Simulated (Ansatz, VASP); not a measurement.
One calculation of I, two programs

```
I
1.0
     2.94016    0.00000    0.00000
     0.00000    2.94016    0.00000
     0.00000    0.00000    2.94016
I
1
Direct
  0.00000 0.00000 0.00000
```

Change from the starting cell: volume scaled by 0.68, LAPW.

Alike in both runs: task single point; functional LDA; k mesh 13 × 13 × 13; occupations fermi-dirac, width 0.05 eV; no spin polarisation.

```csv
,VASP,Ansatz
version,VASP 6.6.1,Ansatz 0.2.0
potentials or method,"VASP PAW LDA potentials, release 64 (I), cutoff 520 eV","all-electron LAPW, scalar-relativistic"
```

|  | VASP | Ansatz | Ansatz less VASP |
| --- | --- | --- | --- |
| pressure (GPa) | 34.3 | 34.2 | -0.19 |

Ansatz ran all-electron here, so the differences hold the error of VASP's frozen core and of both bases.

Caveats: so large a pressure means that the cell lies far from this level's equilibrium, or that cutoff or potentials fall short (VASP); an odd number of electrons without spin polarisation forces a metal; a magnetic or distorted state may lie lower. The runs have no spin-orbit coupling, so splittings on I are missing.
